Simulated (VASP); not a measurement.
# N (P6_3/mmc) in VASP: notebook, part 2 of 3

VASP 6.6.1. Earlier steps stand in the parts before.

## 3. G0W0 quasiparticle levels, LDA

Input file POSCAR:

```
N
1.0
    4.1672328106      0.0000000000      0.0000000000
   -2.0836164053      3.6089294775      0.0000000000
    0.0000000000      0.0000000000      7.0060035100
N
4
Direct
    0.6666666667      0.3333333333      0.6710699600
    0.6666666667      0.3333333333      0.8289300400
    0.3333333333      0.6666666667      0.1710699600
    0.3333333333      0.6666666667      0.3289300400
```

Input file INCAR.step1:

```
  ALGO = Fast
  EDIFF = 1E-8
  ENCUT = 450
  GGA = CA
  ISMEAR = 0
  LASPH = T
  LCHARG = F
  LREAL = F
  LWAVE = T
  NELM = 80
  PREC = Accurate
  SIGMA = 0.01
```

Input file INCAR.step2:

```
  ALGO = Exact
  EDIFF = 1E-8
  ENCUT = 450
  GGA = CA
  ISMEAR = 0
  ISTART = 1
  LASPH = T
  LCHARG = F
  LOPTICS = T
  LREAL = F
  LWAVE = T
  NBANDS = 449
  NELM = 1
  PREC = Accurate
  SIGMA = 0.01
```

Input file INCAR.step3:

```
  ALGO = EVGW0
  EDIFF = 1E-8
  ENCUT = 450
  ENCUTGW = 150
  GGA = CA
  ISMEAR = 0
  ISTART = 1
  LASPH = T
  LCHARG = F
  LREAL = F
  LWAVE = F
  NBANDS = 449
  NBANDSGW = 18
  NELMGW = 1
  NOMEGA = 48
  PREC = Accurate
  PRECFOCK = Fast
  SIGMA = 0.01
```

Input file KPOINTS:

```
k-points
0
Gamma
  4 4 2
```

Potentials or basis: VASP PAW LDA potentials, release 64 (N_GW).

Command:

```bash
> cat potpaw_LDA.64/N_GW/POTCAR > POTCAR
> cp INCAR.step1 INCAR
> mpirun -np 1 vasp_std > vasp.out
> cp INCAR.step2 INCAR
> mpirun -np 1 vasp_std > vasp.out
> cp INCAR.step3 INCAR
> mpirun -np 1 vasp_std > vasp.out
```

OUTCAR:

```text
EDIFF = 1E-8
   ENCUT = 450
   ENCUTGW = 150
   GGA = CA
   ISMEAR = 0
   ISTART = 1
   LASPH = T
   LREAL = F
   NELMGW = 1
   PREC = Accurate
   PRECFOCK = Fast

 ion  position               nearest neighbor table
   1  0.667  0.333  0.671-   2 1.11
   2  0.667  0.333  0.829-   1 1.11
   3  0.333  0.667  0.171-   4 1.11
   4  0.333  0.667  0.329-   3 1.11

  LATTYP: Found a hexagonal cell.
 ALAT       =     4.1672328106
 C/A-ratio  =     1.6812124084

  Lattice vectors:

 A1 = (   4.1672328106,   0.0000000000,   0.0000000000)
 A2 = (  -2.0836164053,   3.6089294775,   0.0000000000)
 A3 = (   0.0000000000,   0.0000000000,   7.0060035100)

Analysis of symmetry for initial positions (statically):
=====================================================================
 Subroutine PRICEL returns:
 Original cell was already a primitive cell.

 Routine SETGRP: Setting up the symmetry group for a
 hexagonal supercell.

 Subroutine GETGRP returns: Found 24 space group operations
 (whereof 12 operations were pure point group operations)
 out of a pool of 24 trial point group operations.

The static configuration has the point symmetry D_3d.
 The point group associated with its full space group is D_6h.

Analysis of symmetry for dynamics (positions and initial velocities):
=====================================================================
 Subroutine PRICEL returns:
 Original cell was already a primitive cell.

 Routine SETGRP: Setting up the symmetry group for a
 hexagonal supercell.

 Subroutine GETGRP returns: Found 24 space group operations
 (whereof 12 operations were pure point group operations)
 out of a pool of 24 trial point group operations.
[... 81 lines left out ...]
   ISTART =      1    job   : 0-new  1-cont  2-samecut
   ICHARG =      0    charge: 1-file 2-atom 10-const
   ISPIN  =      1    spin polarized calculation?
   LNONCOLLINEAR =      F non collinear calculations
   LSORBIT =      F    spin-orbit coupling
   LASPH  =      T    aspherical Exc in radial PAW
   ENCUT  =  450.0 eV  33.07 Ry    5.75 a.u.   7.21  7.21 12.12*2*pi/ulx,y,z
   NELM   =     60;   NELMIN=  2; NELMDL=  0     # of ELM steps
   EDIFF  = 0.1E-07   stopping-criterion for ELM
   LREAL  =      F    real-space projection
   EDIFFG = 0.1E-06   stopping-criterion for IOM
   NSW    =      0    number of steps for IOM
   IBRION =     -1    ionic relax: 0-MD 1-quasi-New 2-CG
   NFREE  =      0    steps in history (QN), initial steepest desc. (CG)
   ISIF   =      0    stress and relaxation
   ISYM   =      3    0-nonsym 1-usesym 2-fastsym
   POTIM  = 0.5000    time-step for ionic-motion
   TEBEG  =    0.0;   TEEND  =   0.0 temperature during run
   PSTRESS=    0.0 pullay stress
   NELECT =      20.0000    total number of electrons
   NUPDOWN=      -1.0000    fix difference up-down
   EMIN   =  10.00;   EMAX   =-10.00  energy-range for DOS
   EFERMI =   0.00;   METHOD = LEGACY
   ISMEAR =     0;   SIGMA  =   0.01  broadening in eV -4-tet -1-fermi 0-gaus
   EFERMI_NEDOS =   21; number of points for ismear=-14 and -15
   IALGO  =     38    algorithm
   IMIX   =      4    mixing-type and parameters
     AMIX     =   0.40;   BMIX     =  1.00
     AMIX_MAG =   1.60;   BMIX_MAG =  1.00
  volume/ion in A,a.u.               =      26.34       177.76
  Fermi-wavevector in a.u.,A,eV,Ry     =   0.940848  1.777944 12.043801  0.885194
  Thomas-Fermi vector in A             =   2.068300
   LORBIT       =      0    0 simple, 1 ext, 2 COOP (PROOUT), +10 PAW based schemes
   GGA     = CA    functional components
   LHFCALC =     T    Hartree Fock is set to
   PRECFOCK=fast      Normal, Fast or Accurate (Low or Medium for compatibility)
   ENCUT4O =  -1.0   cutoff for four orbital integrals eV
   NKREDX  =     1    reduce k-point grid by
   NKREDY  =     1    reduce k-point grid by
   NKREDZ  =     1    reduce k-point grid by
   AEXX    =    1.0000 exact exchange contribution
   HFSCREEN=    0.0000 screening length (either q_TF or 0.3 A-1)
   HFSCREENC=   0.0000 screening length for correlation (either q_TF or 0.3 A-1)
   ENCUTFOCK=  -1.0 apply spherical cutoff to Coloumb kernel
   IVDW    =     0    specifies the selected vdW correction
   LEPSILON=     F    determine dielectric tensor
   LRPA    =     F    only Hartree local field effects (RPA)
   LRPAFORCE           =     F    calculate RPA forces
   ENCUTGW             = 150.0    cutoff for response function in eV
   ENCUTGWSOFT         = 120.0    soft cutoff for Coulomb kernel in GW response function in eV
   ENCUTLF             =  -1.0    cutoff for local field effects
   NELMGW              =     1    number of iterations in solving QP/BSE equation
   NELMHF              =     1    number of iterations in the inner HF iteration
   NKREDLFX            =     1    NKREDLFY  =   1   NKREDLFZ  =   1
 non-spin polarized calculation
 Gauss-broadening in eV      SIGMA  =   0.01
  energy-cutoff  :      450.00
  volume of cell :      105.37
 maximum number of plane-waves:      2296
 NGX is ok and might be reduce to    30
  NGX = 16; NGY = 16; NGZ = 28
   NGX = 15   NGY = 15   NGZ = 25
 maximum number of plane-waves:       448

 QP shifts <psi_nk| G(iteration)W_0 |psi_nk>: iteration 1
 for sc-GW calculations column KS-energies equals QP-energies in previous step
 and V_xc(KS)=  KS-energies - (<T + V_ion + V_H > + <T+V_H+V_ion>^1  + <V_x>^1)

 k-point   1 :       0.0000    0.0000    0.0000
  band No.  KS-energies  QP-energies   sigma(KS)   V_xc(KS)     V^pw_x(r,r')   Z            occupation Imag(sigma)

      1     -25.3356     -31.4834     -25.6051     -19.4204     -30.8551       0.9940       2.0000       2.3559
      2     -25.3095     -31.5800     -25.6591     -19.4702     -30.8933       1.0132       2.0000       2.3752
      3     -10.9073     -14.1137     -19.6670     -15.4906     -22.9774       0.7677       2.0000       0.0827
      4     -10.1235     -13.3070     -20.6626     -16.5746     -23.8848       0.7787       2.0000       0.0774
      5      -8.7831     -12.0278     -20.4664     -16.5842     -21.1770       0.8358       2.0000       0.0183
      6      -8.7831     -12.0278     -20.4664     -16.5842     -21.1770       0.8358       2.0000       0.0183
[... 151 lines left out ...]
      4     -10.4858     -13.6974     -20.1912     -16.0545     -23.4215       0.7764       2.0000       0.0778
      5      -8.9447     -12.2232     -20.1398     -16.2149     -20.9043       0.8353       2.0000       0.0184
      6      -8.9447     -12.2232     -20.1398     -16.2149     -20.9043       0.8353       2.0000       0.0184
[... 10 lines left out ...]
     17       6.0361       7.8872      -3.9497      -6.0074      -1.7715       0.8996       0.0000      -0.0424
     18       6.0361       7.8872      -3.9497      -6.0074      -1.7715       0.8996       0.0000      -0.0424
```

OUTCAR.step1:

```text
EDIFF = 1E-8
   ENCUT = 450
   GGA = CA
   ISMEAR = 0
[... 351 lines left out ...]
      2.08362      1.20298      4.70152         0.000000      0.000000      0.784908
      2.08362      1.20298      5.80749         0.000000     -0.000000     -0.784908
     -0.00000      2.40595      1.19852        -0.000000      0.000000      0.784908
     -0.00000      2.40595      2.30449         0.000000     -0.000000     -0.784908
 -----------------------------------------------------------------------------------
    total drift:                               -0.000000      0.000000      0.000000

  FREE ENERGIE OF THE ION-ELECTRON SYSTEM (eV)
  ---------------------------------------------------
  free  energy   TOTEN  =       -35.2088562633 eV

  energy  without entropy=      -35.2088562633  energy(sigma->0) =      -35.20885626
```

Wall time 6.5 min (1 thread of Intel Xeon 6975P-C (Granite Rapids), shared host); peak memory 1.2 GiB.

What came out:

```
Band gap on the k mesh, mean-field level : 6.92 eV, indirect (least direct gap 7.15 eV)
Quasiparticle gap                        : 13.49 eV
Least direct quasiparticle gap           : 13.75 eV
```

Caveat: the k mesh is coarse (spacing up to 0.45 Å⁻¹), so the values aren't converged; bands, screening cutoff and mesh are small and nothing is extrapolated, so the quasiparticle values aren't converged; the standard files for N, O and F lose accuracy on very short bonds. A k mesh can miss the band edges.

## 4. QSGW0 quasiparticle levels, PBEsol

POSCAR is that of step 3.

Input file INCAR.step1:

```
PREC = Accurate
ENCUT = 500
EDIFF = 1E-8
ISMEAR = 0
SIGMA = 0.01
LREAL = False
LASPH = True
NELM = 60
ALGO = Normal
LWAVE = True
LCHARG = False
GGA = PS
```

Input file INCAR.step2:

```
PREC = Accurate
ENCUT = 500
EDIFF = 1E-8
ISMEAR = 0
SIGMA = 0.01
LREAL = False
LASPH = True
NELM = 1
ALGO = Exact
LWAVE = True
LCHARG = False
GGA = PS
NBANDS = 150
LOPTICS = True
ISTART = 1
```

Input file INCAR.step3:

```
PREC = Accurate
ENCUT = 500
EDIFF = 1E-8
ISMEAR = 0
SIGMA = 0.01
LREAL = False
LASPH = True
ALGO = QPGW0
LWAVE = False
LCHARG = False
GGA = PS
NELMGW = 4
NBANDS = 150
ENCUTGW = 100
NOMEGA = 48
PRECFOCK = Fast
ISTART = 1
NBANDSGW = 22
```

Input file KPOINTS:

```
Automatic mesh
0
Gamma
  4 4 2
```

Potentials or basis: VASP PAW PBE potentials, release 64 (N_GW).

Command:

```bash
> cat potpaw_PBE.64/N_GW/POTCAR > POTCAR
> cp INCAR.step1 INCAR
> mpirun -np 1 vasp_std > vasp.out
> cp INCAR.step2 INCAR
> mpirun -np 1 vasp_std > vasp.out
> cp INCAR.step3 INCAR
> mpirun -np 1 vasp_std > vasp.out
```

OUTCAR:

```text
PREC = Accurate
   ENCUT = 500
   EDIFF = 1E-8
   ISMEAR = 0
   LREAL = False
   LASPH = True
   GGA = PS
   NELMGW = 4
   ENCUTGW = 100
   PRECFOCK = Fast
   ISTART = 1

 ion  position               nearest neighbor table
   1  0.667  0.333  0.671-   2 1.11
   2  0.667  0.333  0.829-   1 1.11
   3  0.333  0.667  0.171-   4 1.11
   4  0.333  0.667  0.329-   3 1.11

  LATTYP: Found a hexagonal cell.
 ALAT       =     4.1672328106
 C/A-ratio  =     1.6812124084

  Lattice vectors:

 A1 = (   4.1672328106,   0.0000000000,   0.0000000000)
[... 151 lines left out ...]
   HFSCREEN=    0.0000 screening length (either q_TF or 0.3 A-1)
   HFSCREENC=   0.0000 screening length for correlation (either q_TF or 0.3 A-1)
   ENCUTFOCK=  -1.0 apply spherical cutoff to Coloumb kernel
   IVDW    =     0    specifies the selected vdW correction
   LEPSILON=     F    determine dielectric tensor
   LRPA    =     F    only Hartree local field effects (RPA)
   LRPAFORCE           =     F    calculate RPA forces
   ENCUTGW             = 100.0    cutoff for response function in eV
   ENCUTGWSOFT         =  80.0    soft cutoff for Coulomb kernel in GW response function in eV
   ENCUTLF             =  -1.0    cutoff for local field effects
   NELMGW              =     4    number of iterations in solving QP/BSE equation
   NELMHF              =     1    number of iterations in the inner HF iteration
   NKREDLFX            =     1    NKREDLFY  =   1   NKREDLFZ  =   1
 non-spin polarized calculation
 Gauss-broadening in eV      SIGMA  =   0.01
  energy-cutoff  :      500.00
  volume of cell :      105.37
 maximum number of plane-waves:      2714
  NGX = 18; NGY = 18; NGZ = 30
   NGX = 15   NGY = 15   NGZ = 25
 maximum number of plane-waves:       252
 NGX is ok and might be reduce to    14

 QP shifts <psi_nk| G(iteration)W_0 |psi_nk>: iteration 1
 for sc-GW calculations column KS-energies equals QP-energies in previous step
 and V_xc(KS)=  KS-energies - (<T + V_ion + V_H > + <T+V_H+V_ion>^1  + <V_x>^1)

 k-point   1 :       0.0000    0.0000    0.0000
  band No.  KS-energies  QP-energies   sigma(KS)   V_xc(KS)     V^pw_x(r,r')   Z            occupation Imag(sigma)

      1     -25.2598     -30.9930     -25.3805     -19.4120     -30.8699       0.9606       2.0000       2.4506
      2     -25.2350     -31.1521     -25.4279     -19.4607     -30.9060       0.9916       2.0000       2.4623
      3     -10.8540     -13.8592     -19.5006     -15.6135     -23.1734       0.7731       2.0000       0.1378
      4     -10.1160     -13.0372     -20.3955     -16.6774     -24.0212       0.7857       2.0000       0.1216
      5      -8.5472     -11.7020     -20.1366     -16.4031     -21.1845       0.8450       2.0000       0.0372
      6      -8.5472     -11.7020     -20.1366     -16.4031     -21.1845       0.8450       2.0000       0.0372
[... 1036 lines left out ...]
     21      12.4421      12.4306      12.4109      12.4058       0.8588       0.0000
     22      12.4421      12.4306      12.4109      12.4058       0.8588       0.0000
```

It took 29 min on 1 thread of Intel Xeon 6975P-C (Granite Rapids), shared host; peak memory 1.5 GiB.

Results:

| Quantity | Value |
| --- | --- |
| Band gap on the k mesh, mean-field level | 7.06 eV, indirect (least direct gap 7.28 eV) |
| Quasiparticle gap | 13.94 eV |
| Least direct quasiparticle gap | 14.20 eV |

Quasiparticle gap after each update of the energies (eV): 13.72, 13.13, 14.06, 13.93, 13.94

Caveat: the k mesh is coarse (spacing up to 0.45 Å⁻¹), so the values aren't converged; bands, screening cutoff and mesh are small and nothing is extrapolated, so the quasiparticle values aren't converged; the standard files for N, O and F lose accuracy on very short bonds.

(Continued in part 3 of 3.)
